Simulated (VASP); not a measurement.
# CdTe (F-43m) in VASP: a series of runs

The runs below take CdTe through single point, with PBEsol, PBE.

Program: VASP 6.6.1. These are calculated values, not measurements. Logs are shortened: lines on timing, memory, paths and dates and some standing lists are left out, and cuts for length are marked.

**Measured values to compare with.**

A printed reference work, data compilation reports, for a bulk crystal of CdTe at 0 K: band gap 1.607 eV.

How close the calculation comes is told below.

### Step 1. The crystal as given

It takes space group F-43m (No. 216, cubic). The conventional cell has a = 6.564 Å, b = 6.564 Å, c = 6.564 Å, α = 90.00°, β = 90.00°, γ = 90.00°. Cd (site symmetry -43m) has 4 Te at 2.84 Å as nearest neighbours. Te (site symmetry -43m) is surrounded by 4 Cd at 2.84 Å.

The cell is a database's computed one.

### Step 2. Single point, PBEsol

INCAR

```
PREC     = Accurate       # precision mode
ENCUT    = 520            # plane-wave cutoff, eV
EDIFF    = 1E-6           # SCF threshold, eV
ISMEAR   = -1             # smearing method
SIGMA    = 0.01           # smearing width, eV
LREAL    = False          # projectors in reciprocal space
LASPH    = True           # aspherical terms in the spheres
NELM     = 60             # most SCF steps
ALGO     = Normal         # electronic algorithm
ISIF     = 2              # what is computed and relaxed
LWAVE    = False          # write WAVECAR
LCHARG   = False          # write CHGCAR
GGA      = PS             # functional
NBANDS   = 16             # bands
```

KPOINTS

```
Automatic mesh
0
Gamma
  7 7 7
```

POSCAR

```
CdTe
1.0
    0.0000000000      3.2821135562      3.2821135562
    3.2821135562      0.0000000000      3.2821135562
    3.2821135562      3.2821135562      0.0000000000
Cd Te
1 1
Direct
    0.0000000000      0.0000000000      0.0000000000
    0.7500000000      0.7500000000      0.7500000000
```

Potentials or basis: VASP PAW PBE potentials, release 64 (Cd, Te).

The run is started by

```console
$ cat potpaw_PBE.64/Cd/POTCAR potpaw_PBE.64/Te/POTCAR > POTCAR
$ mpirun -np 1 vasp_std > vasp.out
```

OUTCAR:

```text
PREC = Accurate
   ENCUT = 520
   EDIFF = 1E-6
   ISMEAR = -1
   LREAL = False
   LASPH = True
   NELM = 60
   ISIF = 2
   GGA = PS

 ion  position               nearest neighbor table
   1  0.000  0.000  0.000-   2 2.84   2 2.84   2 2.84   2 2.84
   2  0.750  0.750  0.750-   1 2.84   1 2.84   1 2.84   1 2.84

  LATTYP: Found a face centered cubic cell.
 ALAT       =     6.5642271124

  Lattice vectors:

 A1 = (   0.0000000000,   3.2821135562,   3.2821135562)
 A2 = (   3.2821135562,   0.0000000000,   3.2821135562)
 A3 = (   3.2821135562,   3.2821135562,   0.0000000000)

Analysis of symmetry for initial positions (statically):
=====================================================================
 Subroutine PRICEL returns:
 Original cell was already a primitive cell.

 Routine SETGRP: Setting up the symmetry group for a
 face centered cubic supercell.

 Subroutine GETGRP returns: Found 24 space group operations
 (whereof 24 operations were pure point group operations)
 out of a pool of 48 trial point group operations.

The static configuration has the point symmetry T_d .

Analysis of symmetry for dynamics (positions and initial velocities):
=====================================================================
 Subroutine PRICEL returns:
 Original cell was already a primitive cell.

 Routine SETGRP: Setting up the symmetry group for a
 face centered cubic supercell.

 Subroutine GETGRP returns: Found 24 space group operations
 (whereof 24 operations were pure point group operations)
 out of a pool of 48 trial point group operations.

The dynamic configuration has the point symmetry T_d .

 Subroutine INISYM returns: Found 24 space group operations
 (whereof 24 operations are pure point group operations),
 and found     1 'primitive' translations

----------------------------------------------------------------------------------------

                                     Primitive cell

  volume of cell :      70.7116

  direct lattice vectors                    reciprocal lattice vectors
     0.000000000  3.282113556  3.282113556    -0.152340859  0.152340859  0.152340859
     3.282113556  0.000000000  3.282113556     0.152340859 -0.152340859  0.152340859
     3.282113556  3.282113556  0.000000000     0.152340859  0.152340859 -0.152340859

  length of vectors
     4.641609504  4.641609504  4.641609504     0.263862109  0.263862109  0.263862109

  position of ions in fractional coordinates (direct lattice)
     0.000000000  0.000000000  0.000000000
     0.750000000  0.750000000  0.750000000

  ion indices of the primitive-cell ions
   primitive index   ion index
                 1           1
                 2           2

----------------------------------------------------------------------------------------

 KPOINTS: Automatic mesh

Automatic generation of k-mesh.
 Grid dimensions read from file:
 generate k-points for:    7    7    7

 Generating k-lattice:

  Cartesian coordinates                     Fractional coordinates (reciprocal lattice)
    -0.021762980  0.021762980  0.021762980     0.142857143  0.000000000  0.000000000
     0.021762980 -0.021762980  0.021762980     0.000000000  0.142857143  0.000000000
     0.021762980  0.021762980 -0.021762980     0.000000000  0.000000000  0.142857143

  Length of vectors
     0.037694587  0.037694587  0.037694587

  Shift w.r.t. Gamma in fractional coordinates (k-lattice)
     0.000000000  0.000000000  0.000000000

 Subroutine IBZKPT returns following result:
 ===========================================

 Found     20 irreducible k-points:

 Following reciprocal coordinates:
            Coordinates               Weight
  0.000000  0.000000  0.000000      1.000000
  0.142857  0.000000  0.000000      8.000000
  0.285714  0.000000  0.000000      8.000000
  0.428571  0.000000  0.000000      8.000000
  0.142857  0.142857  0.000000      6.000000
  0.285714  0.142857  0.000000     24.000000
[... 12 lines left out ...]
 -0.428571  0.428571  0.142857     24.000000
 -0.285714  0.428571  0.142857     24.000000
   k-points           NKPTS =     20   k-points in BZ     NKDIM =     20   number of bands    NBANDS=     16
   number of dos      NEDOS =    301   number of ions     NIONS =      2
   total plane-waves  NPLWV =  46656
   dimension x,y,z NGX =    36 NGY =   36 NGZ =   36
   dimension x,y,z NGXF=    72 NGYF=   72 NGZF=   72
   ions per type =               1   1
   NGX,Y,Z   is equivalent  to a cutoff of  12.89, 12.89, 12.89 a.u.
   NGXF,Y,Z  is equivalent  to a cutoff of  25.79, 25.79, 25.79 a.u.
 SYSTEM =  unknown system
   PREC   = accura    normal or accurate (medium, high low for compatibility)
   ISTART =      0    job   : 0-new  1-cont  2-samecut
   ICHARG =      2    charge: 1-file 2-atom 10-const
   ISPIN  =      1    spin polarized calculation?
   LNONCOLLINEAR =      F non collinear calculations
   LSORBIT =      F    spin-orbit coupling
   LASPH  =      T    aspherical Exc in radial PAW
   ENCUT  =  520.0 eV  38.22 Ry    6.18 a.u.   8.63  8.63  8.63*2*pi/ulx,y,z
   NELM   =     60;   NELMIN=  2; NELMDL= -5     # of ELM steps
   EDIFF  = 0.1E-05   stopping-criterion for ELM
   LREAL  =      F    real-space projection
   EDIFFG = 0.1E-04   stopping-criterion for IOM
   NSW    =      0    number of steps for IOM
   IBRION =     -1    ionic relax: 0-MD 1-quasi-New 2-CG
   NFREE  =      0    steps in history (QN), initial steepest desc. (CG)
   ISIF   =      2    stress and relaxation
   ISYM   =      2    0-nonsym 1-usesym 2-fastsym
   POTIM  = 0.5000    time-step for ionic-motion
   TEBEG  =    0.0;   TEEND  =   0.0 temperature during run
   PSTRESS=    0.0 pullay stress
   NELECT =      18.0000    total number of electrons
   NUPDOWN=      -1.0000    fix difference up-down
   EMIN   =  10.00;   EMAX   =-10.00  energy-range for DOS
   EFERMI =   0.00;   METHOD = LEGACY
   ISMEAR =    -1;   SIGMA  =   0.01  broadening in eV -4-tet -1-fermi 0-gaus
   EFERMI_NEDOS =   21; number of points for ismear=-14 and -15
   IALGO  =     38    algorithm
   IMIX   =      4    mixing-type and parameters
     AMIX     =   0.40;   BMIX     =  1.00
     AMIX_MAG =   1.60;   BMIX_MAG =  1.00
  volume/ion in A,a.u.               =      35.36       238.59
  Fermi-wavevector in a.u.,A,eV,Ry     =   1.037533  1.960654 14.646338  1.076475
  Thomas-Fermi vector in A             =   2.171976
   LORBIT       =      0    0 simple, 1 ext, 2 COOP (PROOUT), +10 PAW based schemes
   GGA     = PS    functional components
   LHFCALC =     F    Hartree Fock is set to
   AEXX    =    0.0000 exact exchange contribution
   IVDW    =     0    specifies the selected vdW correction
   LEPSILON=     F    determine dielectric tensor
   LRPA    =     F    only Hartree local field effects (RPA)
 non-spin polarized calculation
  energy-cutoff  :      520.00
  volume of cell :       70.71
 maximum number of plane-waves:      1922
   NGX = 17   NGY = 17   NGZ = 17

 number of electron      18.0000006 magnetization

 Free energy of the ion-electron system (eV)
  ---------------------------------------------------
  ext. energy  EPLUGINS =         0.00000000
  ---------------------------------------------------
  free energy    TOTEN  =        -5.48007123 eV

  energy without entropy =       -5.48007123  energy(sigma->0) =       -5.48007123

 E-fermi :   2.0751     XC(G=0):  -8.6119

 val. band max:        1.8729069810   @ k =   0.0000   0.0000   0.0000
 cond. band min:       2.4224685326   @ k =   0.0000   0.0000   0.0000
 fundamental gap:      0.5495615516
 Fermi energy:         2.0751056528

 k-point     1 :       0.0000    0.0000    0.0000
  band No.  band energies     occupation
      1      -9.1268      2.00000
      2      -6.2570      2.00000
      3      -6.2570      2.00000
      4      -6.2570      2.00000
      5      -6.0197      2.00000
      6      -6.0197      2.00000
[... 8 lines left out ...]
     15      11.1485      0.00000
     16      11.1485      0.00000

 k-point     2 :       0.1429    0.0000    0.0000
  band No.  band energies     occupation
      1      -9.0568      2.00000
      2      -6.2442      2.00000
      3      -6.2442      2.00000
      4      -6.2005      2.00000
      5      -6.0206      2.00000
      6      -6.0206      2.00000
[... 8 lines left out ...]
     15      10.3592      0.00000
     16      10.3592      0.00000

 k-point     3 :       0.2857    0.0000    0.0000
  band No.  band energies     occupation
      1      -8.8990      2.00000
      2      -6.2183      2.00000
      3      -6.2183      2.00000
      4      -6.0190      2.00000
      5      -6.0190      2.00000
      6      -6.0127      2.00000
[... 8 lines left out ...]
     15      10.3628      0.00000
     16      10.3628      0.00000

 k-point     4 :       0.4286    0.0000    0.0000
  band No.  band energies     occupation
      1      -8.7739      2.00000
      2      -6.2016      2.00000
      3      -6.2016      2.00000
      4      -6.0129      2.00000
      5      -6.0129      2.00000
      6      -5.7554      2.00000
[... 8 lines left out ...]
     15      11.5378      0.00000
     16      11.5378      0.00000
[... 248 lines left out ...]
 k-point    18 :      -0.4286    0.2857    0.1429
  band No.  band energies     occupation
      1      -8.7001      2.00000
      2      -6.1720      2.00000
      3      -6.1610      2.00000
      4      -6.0419      2.00000
      5      -6.0129      2.00000
      6      -5.6372      2.00000
[... 8 lines left out ...]
     15      11.6620      0.00000
     16      12.5793      0.00000

 k-point    19 :      -0.4286    0.4286    0.1429
  band No.  band energies     occupation
      1      -8.6615      2.00000
      2      -6.1407      2.00000
      3      -6.1391      2.00000
      4      -6.0695      2.00000
      5      -6.0035      2.00000
      6      -5.5849      2.00000
[... 8 lines left out ...]
     15      12.3858      0.00000
     16      13.1860      0.00000

 k-point    20 :      -0.2857    0.4286    0.1429
  band No.  band energies     occupation
      1      -8.6524      2.00000
      2      -6.1533      2.00000
      3      -6.1398      2.00000
      4      -6.0481      2.00000
      5      -6.0159      2.00000
      6      -5.5278      2.00000
[... 8 lines left out ...]
     15      11.8622      0.00000
     16      13.5741      0.00000

------------------------ aborting loop because EDIFF is reached ----------------------------------------

  FORCE on cell =-STRESS in cart. coord.  units (eV):
  Direction    XX          YY          ZZ          XY          YZ          ZX
  --------------------------------------------------------------------------------------
  -------------------------------------------------------------------------------------
  Total       -0.5155151     -0.5155151     -0.5155151     -0.0000000      0.0000000     -0.0000000
  in kB      -11.6804926    -11.6804926    -11.6804926     -0.0000000      0.0000000     -0.0000000
  external PRESSURE =     -11.6804926 kB  Pullay stress =       0.0000000 kB

 VOLUME and BASIS-vectors are now :
 -----------------------------------------------------------------------------
  energy-cutoff  :      520.00
  volume of cell :       70.71
      direct lattice vectors                 reciprocal lattice vectors
     0.000000000  3.282113556  3.282113556    -0.152340859  0.152340859  0.152340859
     3.282113556  0.000000000  3.282113556     0.152340859 -0.152340859  0.152340859
     3.282113556  3.282113556  0.000000000     0.152340859  0.152340859 -0.152340859

 POSITION                                       TOTAL-FORCE (eV/Angst)
 -----------------------------------------------------------------------------------
      0.00000      0.00000      0.00000         0.000000      0.000000      0.000000
      4.92317      4.92317      4.92317        -0.000000     -0.000000     -0.000000
 -----------------------------------------------------------------------------------
    total drift:                                0.000000      0.000000      0.000000

  FREE ENERGIE OF THE ION-ELECTRON SYSTEM (eV)
  ---------------------------------------------------
  free  energy   TOTEN  =        -5.4800712279 eV

  energy  without entropy=       -5.4800712279  energy(sigma->0) =       -5.48007123
```

Run time: 9.3 s. Hardware: 1 thread of Intel Xeon 6975P-C (Granite Rapids), shared host; peak memory 0.21 GiB.

What came out:

- Free energy: -5.4801 eV
- Pressure: -1.2 GPa
- Band gap on the k mesh: 0.55 eV, direct

Caveat: the PAW data sets were made with another functional, which shifts forces and pressure a little; spin-orbit coupling is left out, which moves the levels of the heavy elements.

### Step 3. Single point, PBEsol (volume scaled by 1.02)

INCAR

```
PREC = Accurate
ENCUT = 520
EDIFF = 1E-6
ISMEAR = -1
SIGMA = 0.01
LREAL = F
LASPH = T
NELM = 80
ALGO = Normal
ISIF = 2
LWAVE = F
LCHARG = T
GGA = PS
LELF = T
LVHAR = T
NBANDS = 16
```

KPOINTS is that of step 2.

POSCAR

```
CdTe
1.0
    0.0000000000      3.3038500410      3.3038500410
    3.3038500410      0.0000000000      3.3038500410
    3.3038500410      3.3038500410      0.0000000000
Cd Te
1 1
Direct
    0.0000000000      0.0000000000      0.0000000000
    0.7500000000      0.7500000000      0.7500000000
```

Potentials or basis: VASP PAW PBE potentials, release 64 (Cd, Te).

The run is started by

```console
$ cat potpaw_PBE.64/Cd/POTCAR potpaw_PBE.64/Te/POTCAR > POTCAR
$ mpirun -np 1 vasp_std > vasp.out
```

Wall time 9.6 s (1 thread of Intel Xeon 6975P-C (Granite Rapids), shared host); peak memory 0.21 GiB.

Results (log left out):

| Property | Result |
| --- | --- |
| Free energy | -5.4668 eV |
| Pressure | -1.8 GPa |
| Band gap on the k mesh | 0.49 eV, direct |

Levels at points of the mesh, in eV from the valence-band top:
```tsv
k point	band 7	band 8	band 9	band 10	band 11	band 12
(0.00, 0.00, 0.00)	0.00	0.00	0.00	0.49	4.58	4.58
```

Caveat: the PAW data sets were made with another functional, which shifts forces and pressure a little; spin-orbit coupling is left out, which moves the levels of the heavy elements.

(Continued in part 2 of 2.)
